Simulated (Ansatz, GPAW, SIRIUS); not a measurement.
In: programs and potentials compared

```
In
1.0
     3.33548    0.00000    0.00000
    -1.66774    2.88861    0.00000
     0.00000    0.00000    5.50914
In
2
Cartesian
  1.6677 0.9629 4.1319
  0.0000 1.9257 1.3773
```

This isn't the form of In at room conditions, which is tetragonal.

Alike in all runs: task single point; functional PBEsol; k mesh 9 × 9 × 5; occupations fermi-dirac, width 0.05 eV; no spin polarisation; no spin-orbit coupling. Pressure is positive in compression and, in plane waves, holds the error of the finite cutoff.

```
                                        program and potentials  plane-wave cutoff (eV)  notes  pressure (GPa)
SIRIUS, PseudoDojo 0.4.1 PBEsol standard (scalar relativistic)                     960      -           -1.35
                Ansatz, all-electron LAPW, scalar-relativistic                       -      -           -1.38
             GPAW, PAW data sets generated for this functional                     600      -           -1.72
```

The pressure spans -1.72 (GPAW, PAW data sets generated for this functional) to -1.35 GPa (SIRIUS, PseudoDojo 0.4.1 PBEsol standard (scalar relativistic)), with all-electron results at -1.38.

Differences between rows come from potentials, basis sets and numerical settings, since the functional is the same but for its coding. Runs on potential files found faulty are left out.
